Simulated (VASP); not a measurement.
# C2H6 in VASP: settings compared, part 2 of 2

VASP 6.6.1.

## (4) Single point, PBE0

Input file POSCAR:

```
H3C
1.0
   13.0000000000      0.0000000000      0.0000000000
    0.0000000000     12.0000000000      0.0000000000
    0.0000000000      0.0000000000     12.0000000000
C H
2 6
Direct
    0.4412472180      0.4999996756      0.5000000000
    0.5587527820      0.5000003244      0.5000000000
    0.4103279992      0.5852011720      0.5000000000
    0.4103274992      0.4573993479      0.4262135999
    0.4103274992      0.4573993479      0.5737864001
    0.5896720008      0.4147988280      0.5000000000
    0.5896725008      0.5426006521      0.4262135999
    0.5896725008      0.5426006521      0.5737864001
```

Input file INCAR.step1:

```
PREC = Accurate
ENCUT = 520
EDIFF = 1E-5
ISMEAR = 0
SIGMA = 0.01
LREAL = False
LASPH = True
NELM = 100
ALGO = Normal
ISIF = 2
LWAVE = True
LCHARG = False
NBANDS = 17
GGA = PE
```

Input file INCAR.step2:

```
PREC = Accurate
ENCUT = 520
EDIFF = 1E-7
ISMEAR = 0
SIGMA = 0.01
LREAL = False
LASPH = True
NELM = 100
ALGO = Normal
ISIF = 2
LWAVE = False
LCHARG = False
GGA = PE
LHFCALC = True
AEXX = 0.25
PRECFOCK = Fast
HFRCUT = -1
NBANDS = 17
ISTART = 1
```

Input file KPOINTS:

```
regular mesh
0
Gamma
  1 1 1
```

Potentials or basis: VASP PAW PBE potentials, release 64 (C, H).

The run is started by

```bash
cat potpaw_PBE.64/C/POTCAR potpaw_PBE.64/H/POTCAR > POTCAR
cp INCAR.step1 INCAR
mpirun -np 1 vasp_gam > vasp.out
cp INCAR.step2 INCAR
mpirun -np 1 vasp_gam > vasp.out
```

OUTCAR:

```text
PREC = Accurate
   ENCUT = 520
   EDIFF = 1E-7
   ISMEAR = 0
   LREAL = False
   LASPH = True
   NELM = 100
   ISIF = 2
   GGA = PE
   LHFCALC = True
   AEXX = 0.25
   PRECFOCK = Fast
   ISTART = 1

 ion  position               nearest neighbor table
   1  0.441  0.500  0.500-   4 1.10   5 1.10   3 1.10   2 1.53
   2  0.559  0.500  0.500-   7 1.10   8 1.10   6 1.10   1 1.53
   3  0.410  0.585  0.500-   1 1.10
   4  0.410  0.457  0.426-   1 1.10
   5  0.410  0.457  0.574-   1 1.10
   6  0.590  0.415  0.500-   2 1.10
   7  0.590  0.543  0.426-   2 1.10
   8  0.590  0.543  0.574-   2 1.10

  LATTYP: Found a simple tetragonal cell.
 ALAT       =    12.0000000000
 C/A-ratio  =     1.0833333333

  Lattice vectors:

 A1 = (   0.0000000000,  12.0000000000,   0.0000000000)
 A2 = (   0.0000000000,   0.0000000000,  12.0000000000)
 A3 = (  13.0000000000,   0.0000000000,   0.0000000000)

[... 172 lines left out ...]
 E-fermi :  -9.3204     XC(G=0):  -0.4159

 val. band max:       -9.4386470871   @ k =   0.0000   0.0000   0.0000
 cond. band min:      -0.1609805507   @ k =   0.0000   0.0000   0.0000
 fundamental gap:      9.2776665363
 Fermi energy:        -9.3203652335

 k-point     1 :       0.0000    0.0000    0.0000
  band No.  band energies     occupation
      1     -20.9239      2.00000
      2     -17.0759      2.00000
      3     -12.0006      2.00000
      4     -12.0005      2.00000
      5     -10.2248      2.00000
      6      -9.4388      2.00000
[... 9 lines left out ...]
     16       1.7472      0.00000
     17       1.7633      0.00000

------------------------ aborting loop because EDIFF is reached ----------------------------------------

  FORCE on cell =-STRESS in cart. coord.  units (eV):
  Direction    XX          YY          ZZ          XY          YZ          ZX
  --------------------------------------------------------------------------------------
  -------------------------------------------------------------------------------------
  Total       -0.7359050     -0.6808155     -0.7037437      0.0005161      0.0000000      0.0000000
  in kB       -0.6298346     -0.5826855     -0.6023089      0.0004417      0.0000000      0.0000000
  external PRESSURE =      -0.6049430 kB  Pullay stress =       0.0000000 kB

 VOLUME and BASIS-vectors are now :
 -----------------------------------------------------------------------------
  energy-cutoff  :      520.00
  volume of cell :     1872.00
      direct lattice vectors                 reciprocal lattice vectors
    13.000000000  0.000000000  0.000000000     0.076923077  0.000000000  0.000000000
     0.000000000 12.000000000  0.000000000     0.000000000  0.083333333  0.000000000
     0.000000000  0.000000000 12.000000000     0.000000000  0.000000000  0.083333333

 POSITION                                       TOTAL-FORCE (eV/Angst)
 -----------------------------------------------------------------------------------
      5.73621      6.00000      6.00000        -0.014533      0.000716      0.000000
      7.26379      6.00000      6.00000         0.014533     -0.000716      0.000000
      5.33426      7.02241      6.00000         0.092068     -0.197713      0.000000
      5.33426      5.48879      5.11456         0.091807      0.098473      0.169878
      5.33426      5.48879      6.88544         0.091807      0.098473     -0.169878
      7.66574      4.97759      6.00000        -0.092068      0.197713      0.000000
      7.66574      6.51121      5.11456        -0.091807     -0.098473      0.169878
      7.66574      6.51121      6.88544        -0.091807     -0.098473     -0.169878
 -----------------------------------------------------------------------------------
    total drift:                                0.000000      0.000000      0.000000

  FREE ENERGIE OF THE ION-ELECTRON SYSTEM (eV)
  ---------------------------------------------------
  free  energy   TOTEN  =       -48.5880128565 eV

  energy  without entropy=      -48.5880128565  energy(sigma->0) =      -48.58801286
```

OUTCAR.step1:

```text
PREC = Accurate
   ENCUT = 520
   EDIFF = 1E-5
   ISMEAR = 0
   LREAL = False
[... 241 lines left out ...]
      5.33426      5.48879      6.88544        -0.009421     -0.010589      0.018668
      7.66574      4.97759      6.00000         0.009496     -0.021466      0.000000
      7.66574      6.51121      5.11456         0.009421      0.010589     -0.018668
      7.66574      6.51121      6.88544         0.009421      0.010589      0.018668
 -----------------------------------------------------------------------------------
    total drift:                                0.000000      0.000000      0.000000

  FREE ENERGIE OF THE ION-ELECTRON SYSTEM (eV)
  ---------------------------------------------------
  free  energy   TOTEN  =       -40.5080721657 eV

  energy  without entropy=      -40.5080721657  energy(sigma->0) =      -40.50807217
```

It took 5.9 min on 1 thread of Intel Xeon Platinum 8488C (Sapphire Rapids), shared host; peak memory 1.4 GiB.

What came out:

```
Free energy                     : -48.5880 eV
Largest force                   : 0.218 eV/Å
Gap between the frontier levels : 9.28 eV
```

Forces in eV/Å, atoms in the order of the input:
```
C   -0.015  0.001  0.000
C    0.015 -0.001  0.000
H    0.092 -0.198  0.000
H    0.092  0.098  0.170
H    0.092  0.098 -0.170
H   -0.092  0.198  0.000
H   -0.092 -0.098  0.170
H   -0.092 -0.098 -0.170
```

Levels at points of the mesh, in eV from the valence-band top:
```tsv
k point	band 3	band 4	band 5	band 6	band 7	band 8	band 9	band 10	band 11	band 12
(0.00, 0.00, 0.00)	-2.56	-2.56	-0.79	0.00	0.00	9.28	10.05	10.15	10.29	10.29
```

Caveat: the PAW data sets were made with another functional, which shifts forces and pressure a little.

## (5) The runs side by side

| task | level | cell | exchange at q = 0 | grid for exact exchange (PRECFOCK) | gap on the mesh (eV) | largest force (eV/Å) |
| --- | --- | --- | --- | --- | --- | --- |
| single point | PBE | as given | - | - | 7.55 | 0.02 |
| relaxation of the atoms | PBE | atoms relaxed | - | - | 7.55 | - |
| single point | PBE0 | as given | truncated | Fast | 9.28 | 0.22 |

Alike in all rows: potentials or basis VASP PAW PBE potentials, release 64 (C, H); no spin polarisation; k mesh 1 × 1 × 1; cutoff (eV) 520; smearing gaussian 0.01 eV.

Caveats: the PAW data sets were made with another functional, which shifts forces and pressure a little (some runs).

Absolute energies hang on the potentials; compare differences alone.
